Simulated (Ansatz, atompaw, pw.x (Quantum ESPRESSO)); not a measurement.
## Ru (Z = 44) (fcc): variants of one PAW (atompaw) potential in the solid

Ru (Z = 44), PAW, made with atompaw 4.2.0.5 (PBEsol, scalar-relativistic). Core [Kr], reference 4d7 5s0.5 5p0.5. Waves: 5s (bound): rc 3.00 bohr; 5s channel at 2.8 Ry: rc 2.65 bohr; 5p (bound): rc 3.00 bohr; 5p channel at 1.1 Ry: rc 3.00 bohr; 4d (bound): rc 3.00 bohr; 4d channel at 3.55 Ry: rc 3.00 bohr. Local part: ultrasoft scheme with l = 3 at 0 Ry, radius 2.30 bohr. Core correction: smooth core density matched at 1.90 bohr. Augmentation charge: besselshape compensation charge, radius 3.00 bohr; PAW radius 3.00 bohr; waves and projectors: custom rrkj gramschmidtortho.

Crystal test: fcc Ru in pw.x 7.5, no spin, 15³ k-points, Fermi–Dirac smearing 0.01 Ry, cutoffs set for each file from its atomic test. The reference is all-electron LAPW (Ansatz 0.2.0) with the same functional, mesh and smearing; V0 and B0 come from Birch–Murnaghan fits to the pressures at five volumes. Errors are pseudo minus all-electron; Δ is the rms difference of the E(V) curves that follow from these fits, minima aligned, over ±6 % about the mean V0. Mesh and smearing are coarse, so the numbers serve the comparison and aren't converged zero-temperature values; the lattice is a test structure that the element need not adopt.

All-electron: a0 = 3.770 Å (V0 = 13.40 Å³/atom), B0 = 338.1 GPa.

Base: The largest radius (3.00 bohr) exceeds half the bond length (2.52 bohr), so the spheres overlap, which is one possible source of error among others. The logarithmic derivative shows an extra or strongly shifted pseudo pole above the reference energy (s near 0.30 Ry).

1 further variants are left out: they gave no file fit for a test, a broken result, the same result as the base, or pressures whose basis-set error rivals the error shown.

```tsv
change	cutoffs (Ry)	pw.x	a0 (Å)	a0 error (%)	B0 error (%)	Δ (meV/atom)	mean pressure error (GPa)
base	40/400	converged	3.776	+0.16	-2.8	4.5	+1.49
reference 4d7 5s1 5p0	40/400	converged	3.772	+0.06	-2.3	1.6	+0.49
local potential ultrasoft scheme with l = 3 at 0 Ry, radius 2.54 bohr	40/400	converged	3.787	+0.46	-7.6	13.1	+4.37
augmentation sinc compensation charge, radius 3.00 bohr; PAW radius 3.00 bohr; waves and projectors: custom rrkj gramschmidtortho	40/400	converged	3.762	-0.21	+7.7	6.2	-2.00
augmentation besselshape compensation charge, radius 3.00 bohr; PAW radius 3.00 bohr; waves and projectors: custom rrkj vanderbiltortho	40/400	converged	3.776	+0.15	-3.0	4.4	+1.47
```
